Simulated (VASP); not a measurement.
# BN (P6_3/mmc) in VASP: electric field gradients with PBEsol

Aim: the electric field gradients of BN with PBEsol.

Everything below comes from runs of VASP 6.6.1. Logs are shortened: lines on timing, memory, paths and dates and some standing lists are left out, and cuts for length are marked.

### 1 The crystal as given

The structure is hexagonal, space group P6_3/mmc (No. 194). The conventional cell has a = 2.498 Å, b = 2.498 Å, c = 6.636 Å, α = 90.00°, β = 90.00°, γ = 120.00°. Around B (site symmetry -6m2) lie 3 N at 1.44 Å. N (site symmetry -6m2) has 3 B at 1.44 Å as nearest neighbours.

### 2 Electric field gradients, PBEsol

File INCAR:

```
PREC = Accurate
ENCUT = 520
EDIFF = 1E-7
ISMEAR = -1
SIGMA = 0.02
LREAL = False
LASPH = True
NELM = 100
ALGO = Normal
ISIF = 2
LWAVE = False
LCHARG = False
GGA = PS
LEFG = True
```

File KPOINTS:

```
Automatic mesh
0
Gamma
  10 10 4
```

File POSCAR:

```
BN
1.0
    2.4982400000      0.0000000000      0.0000000000
   -1.2491200000      2.1635393048      0.0000000000
    0.0000000000      0.0000000000      6.6357000000
B N
2 2
Direct
    0.3333333333      0.6666666667      0.2500000000
    0.6666666667      0.3333333333      0.7500000000
    0.3333333333      0.6666666667      0.7500000000
    0.6666666667      0.3333333333      0.2500000000
```

Potentials or basis: VASP PAW PBE potentials, release 64 (B, N).

On the command line:

```
$ cat potpaw_PBE.64/B/POTCAR potpaw_PBE.64/N/POTCAR > POTCAR
$ mpirun -np 1 vasp_std > vasp.out
```

OUTCAR:

```text
PREC = Accurate
   ENCUT = 520
   EDIFF = 1E-7
   ISMEAR = -1
   LREAL = False
   LASPH = True
   NELM = 100
   ISIF = 2
   GGA = PS

 ion  position               nearest neighbor table
   1  0.333  0.667  0.250-   4 1.44   4 1.44   4 1.44
   2  0.667  0.333  0.750-   3 1.44   3 1.44   3 1.44
   3  0.333  0.667  0.750-   2 1.44   2 1.44   2 1.44
   4  0.667  0.333  0.250-   1 1.44   1 1.44   1 1.44

  LATTYP: Found a hexagonal cell.
 ALAT       =     2.4982400000
 C/A-ratio  =     2.6561499296

  Lattice vectors:

 A1 = (   2.4982400000,   0.0000000000,   0.0000000000)
 A2 = (  -1.2491200000,   2.1635393048,   0.0000000000)
 A3 = (   0.0000000000,   0.0000000000,   6.6357000000)

Analysis of symmetry for initial positions (statically):
=====================================================================
 Subroutine PRICEL returns:
 Original cell was already a primitive cell.

 Routine SETGRP: Setting up the symmetry group for a
 hexagonal supercell.

 Subroutine GETGRP returns: Found 24 space group operations
 (whereof 12 operations were pure point group operations)
 out of a pool of 24 trial point group operations.

The static configuration has the point symmetry D_3d.
 The point group associated with its full space group is D_6h.

Analysis of symmetry for dynamics (positions and initial velocities):
=====================================================================
 Subroutine PRICEL returns:
 Original cell was already a primitive cell.

 Routine SETGRP: Setting up the symmetry group for a
 hexagonal supercell.

 Subroutine GETGRP returns: Found 24 space group operations
 (whereof 12 operations were pure point group operations)
 out of a pool of 24 trial point group operations.

The dynamic configuration has the point symmetry D_3d.
 The point group associated with its full space group is D_6h.

 Subroutine INISYM returns: Found 24 space group operations
 (whereof 12 operations are pure point group operations),
 and found     1 'primitive' translations

----------------------------------------------------------------------------------------

                                     Primitive cell

  volume of cell :      35.8662

  direct lattice vectors                    reciprocal lattice vectors
     2.498240000  0.000000000  0.000000000     0.400281798  0.231102804  0.000000000
    -1.249120000  2.163539305  0.000000000     0.000000000  0.462205608  0.000000000
     0.000000000  0.000000000  6.635700000     0.000000000  0.000000000  0.150700002

  length of vectors
     2.498240000  2.498240000  6.635700000     0.462205608  0.462205608  0.150700002

  position of ions in fractional coordinates (direct lattice)
     0.333333333  0.666666667  0.250000000
     0.666666667  0.333333333  0.750000000
     0.333333333  0.666666667  0.750000000
     0.666666667  0.333333333  0.250000000

  ion indices of the primitive-cell ions
   primitive index   ion index
                 1           1
                 2           2
                 3           3
                 4           4

----------------------------------------------------------------------------------------

 KPOINTS: Automatic mesh

Automatic generation of k-mesh.
 Grid dimensions read from file:
 generate k-points for:   10   10    4

 Generating k-lattice:

  Cartesian coordinates                     Fractional coordinates (reciprocal lattice)
     0.040028180  0.023110280  0.000000000     0.100000000 -0.000000000  0.000000000
     0.000000000  0.046220561  0.000000000     0.000000000  0.100000000  0.000000000
     0.000000000  0.000000000  0.037675000     0.000000000  0.000000000  0.250000000

  Length of vectors
[... 46 lines left out ...]
   PREC   = accura    normal or accurate (medium, high low for compatibility)
   ISTART =      0    job   : 0-new  1-cont  2-samecut
   ICHARG =      2    charge: 1-file 2-atom 10-const
   ISPIN  =      1    spin polarized calculation?
   LNONCOLLINEAR =      F non collinear calculations
   LSORBIT =      F    spin-orbit coupling
   LASPH  =      T    aspherical Exc in radial PAW
   ENCUT  =  520.0 eV  38.22 Ry    6.18 a.u.   4.65  4.65 12.34*2*pi/ulx,y,z
   NELM   =    100;   NELMIN=  2; NELMDL= -5     # of ELM steps
   EDIFF  = 0.1E-06   stopping-criterion for ELM
   LREAL  =      F    real-space projection
   EDIFFG = 0.1E-05   stopping-criterion for IOM
   NSW    =      0    number of steps for IOM
   IBRION =     -1    ionic relax: 0-MD 1-quasi-New 2-CG
   NFREE  =      0    steps in history (QN), initial steepest desc. (CG)
   ISIF   =      2    stress and relaxation
   ISYM   =      2    0-nonsym 1-usesym 2-fastsym
   POTIM  = 0.5000    time-step for ionic-motion
   TEBEG  =    0.0;   TEEND  =   0.0 temperature during run
   PSTRESS=    0.0 pullay stress
   NELECT =      16.0000    total number of electrons
   NUPDOWN=      -1.0000    fix difference up-down
   EMIN   =  10.00;   EMAX   =-10.00  energy-range for DOS
   EFERMI =   0.00;   METHOD = LEGACY
   ISMEAR =    -1;   SIGMA  =   0.02  broadening in eV -4-tet -1-fermi 0-gaus
   EFERMI_NEDOS =   21; number of points for ismear=-14 and -15
   IALGO  =     38    algorithm
   IMIX   =      4    mixing-type and parameters
     AMIX     =   0.40;   BMIX     =  1.00
     AMIX_MAG =   1.60;   BMIX_MAG =  1.00
  volume/ion in A,a.u.               =       8.97        60.51
  Fermi-wavevector in a.u.,A,eV,Ry     =   1.250891  2.363842 21.289433  1.564729
  Thomas-Fermi vector in A             =   2.384864
   LORBIT       =      0    0 simple, 1 ext, 2 COOP (PROOUT), +10 PAW based schemes
   GGA     = PS    functional components
   LHFCALC =     F    Hartree Fock is set to
   AEXX    =    0.0000 exact exchange contribution
   IVDW    =     0    specifies the selected vdW correction
   LEPSILON=     F    determine dielectric tensor
   LRPA    =     F    only Hartree local field effects (RPA)
 non-spin polarized calculation
  energy-cutoff  :      520.00
  volume of cell :       35.87
 maximum number of plane-waves:       985
 NGX is ok and might be reduce to    20
   NGX =  9   NGY =  9   NGZ = 25

 number of electron      15.9999997 magnetization

 Free energy of the ion-electron system (eV)
  ---------------------------------------------------
  ext. energy  EPLUGINS =         0.00000000
  ---------------------------------------------------
  free energy    TOTEN  =       -36.56292334 eV

  energy without entropy =      -36.56292334  energy(sigma->0) =      -36.56292334

 E-fermi :   2.7385     XC(G=0): -10.3220

 val. band max:        2.2682671940   @ k =   0.3000   0.3000   0.0000
 cond. band min:       6.4022918529   @ k =   0.5000   0.0000   0.0000
 fundamental gap:      4.1340246589
 Fermi energy:         2.7384841203

 k-point     1 :       0.0000    0.0000    0.0000
  band No.  band energies     occupation
      1     -15.5778      2.00000
      2     -15.2728      2.00000
      3      -4.1062      2.00000
      4      -1.9233      2.00000
      5       0.9265      2.00000
      6       0.9265      2.00000
      7       0.9641      2.00000
      8       0.9641      2.00000
      9       7.2819      0.00000
     10      12.4335      0.00000
     11      13.7874      0.00000
     12      13.7877      0.00000
[... 331 lines left out ...]
 k-point    24 :       0.4000    0.1000    0.2500
  band No.  band energies     occupation
      1     -12.3720      2.00000
      2     -12.2964      2.00000
      3      -6.3850      2.00000
      4      -6.3304      2.00000
      5      -2.4146      2.00000
      6      -2.3637      2.00000
      7       0.7893      2.00000
      8       1.6184      2.00000
      9       6.8721      0.00000
     10       7.7397      0.00000
     11      12.5323      0.00000
     12      13.0434      0.00000

 [... further k-points ...]
[... 5 lines left out ...]
  --------------------------------------------------------------------------------------
  -------------------------------------------------------------------------------------
  Total        0.7365028      0.7365028      0.1774694      0.0000000     -0.0000000      0.0000000
  in kB       32.9002584     32.9002584      7.9277200      0.0000000     -0.0000000      0.0000000
  external PRESSURE =      24.5760789 kB  Pullay stress =       0.0000000 kB

 VOLUME and BASIS-vectors are now :
 -----------------------------------------------------------------------------
  energy-cutoff  :      520.00
  volume of cell :       35.87
      direct lattice vectors                 reciprocal lattice vectors
     2.498240000  0.000000000  0.000000000     0.400281798  0.231102804  0.000000000
    -1.249120000  2.163539305  0.000000000     0.000000000  0.462205608  0.000000000
     0.000000000  0.000000000  6.635700000     0.000000000  0.000000000  0.150700002

 POSITION                                       TOTAL-FORCE (eV/Angst)
 -----------------------------------------------------------------------------------
     -0.00000      1.44236      1.65892        -0.000000     -0.000000      0.000000
      1.24912      0.72118      4.97677        -0.000000      0.000000      0.000000
     -0.00000      1.44236      4.97677         0.000000      0.000000      0.000000
      1.24912      0.72118      1.65892        -0.000000     -0.000000      0.000000
 -----------------------------------------------------------------------------------
    total drift:                                0.000000     -0.000000      0.000000

  FREE ENERGIE OF THE ION-ELECTRON SYSTEM (eV)
  ---------------------------------------------------
  free  energy   TOTEN  =       -36.5629233407 eV

  energy  without entropy=      -36.5629233407  energy(sigma->0) =      -36.56292334

 Electric field gradients (V/A^2)
---------------------------------------------------------------------
 ion       V_xx      V_yy      V_zz      V_xy      V_xz      V_yz
---------------------------------------------------------------------
   1     -17.417   -17.417    34.834     0.000    -0.000     0.000
   2     -17.417   -17.417    34.834     0.000     0.000    -0.000
   3      -2.425    -2.426     4.851    -0.001     0.000    -0.000
   4      -2.425    -2.426     4.851    -0.001    -0.000     0.000
---------------------------------------------------------------------

 Electric field gradients after diagonalization (V/A^2)
 (convention: |V_zz| > |V_xx| > |V_yy|)
----------------------------------------------------------------------
 ion       V_xx      V_yy      V_zz     asymmetry (V_yy - V_xx)/ V_zz
----------------------------------------------------------------------
   1     -17.417   -17.417    34.834       0.000
   2     -17.417   -17.417    34.834       0.000
   3      -2.426    -2.425     4.851       0.000
   4      -2.426    -2.425     4.851       0.000
----------------------------------------------------------------------

           NMR quadrupolar parameters

 Cq : quadrupolar parameter    Cq=e*Q*V_zz/h
 eta: asymmetry parameters     (V_yy - V_xx)/ V_zz
 Q  : nuclear electric quadrupole moment in mb (millibarn)
----------------------------------------------------------------------
 ion       Cq(MHz)       eta       Q (mb)
----------------------------------------------------------------------
   1       0.084       0.000       1.000
   2       0.084       0.000       1.000
   3       0.012       0.000       1.000
   4       0.012       0.000       1.000
----------------------------------------------------------------------
```

Wall time 16 s (1 thread of Intel Xeon Platinum 8259CL at 2.50GHz (Skylake/Cascade Lake), shared host); peak memory 0.15 GiB.

Results:

```
Free energy            : -36.5629 eV
Pressure               : 2.5 GPa
Band gap on the k mesh : 4.13 eV, indirect (least direct gap 4.61 eV)
```

Levels at points of the mesh, in eV from the valence-band top:
| k point | band 5 | band 6 | band 7 | band 8 | band 9 | band 10 | band 11 | band 12 |
| --- | --- | --- | --- | --- | --- | --- | --- | --- |
| (0.00, 0.00, 0.00) | -1.34 | -1.34 | -1.30 | -1.30 | 5.01 | 10.17 | 11.52 | 11.52 |
| (0.50, 0.00, 0.00) | -4.19 | -4.12 | -1.52 | -0.48 | 4.13 | 5.56 | 9.47 | 9.92 |
| (0.00, 0.00, 0.50) | -1.32 | -1.32 | -1.32 | -1.32 | 7.43 | 7.43 | 11.58 | 11.58 |
| (0.50, 0.00, 0.50) | -4.16 | -4.16 | -0.98 | -0.98 | 4.61 | 4.61 | 9.88 | 9.88 |

Electric field gradients, principal values (V/Å²):
```csv
atom,Vxx,Vyy,Vzz
1 B,-17.417,-17.417,34.834
2 B,-17.417,-17.417,34.834
3 N,-2.425,-2.426,4.851
4 N,-2.425,-2.426,4.851
```

Caveat: the PAW data sets were made with another functional, which shifts forces and pressure a little; this functional lacks dispersion, which binds the layers, so the pressure and a relaxed spacing across them are unreliable. As with any semilocal functional, this PBEsol gap is likely too small.
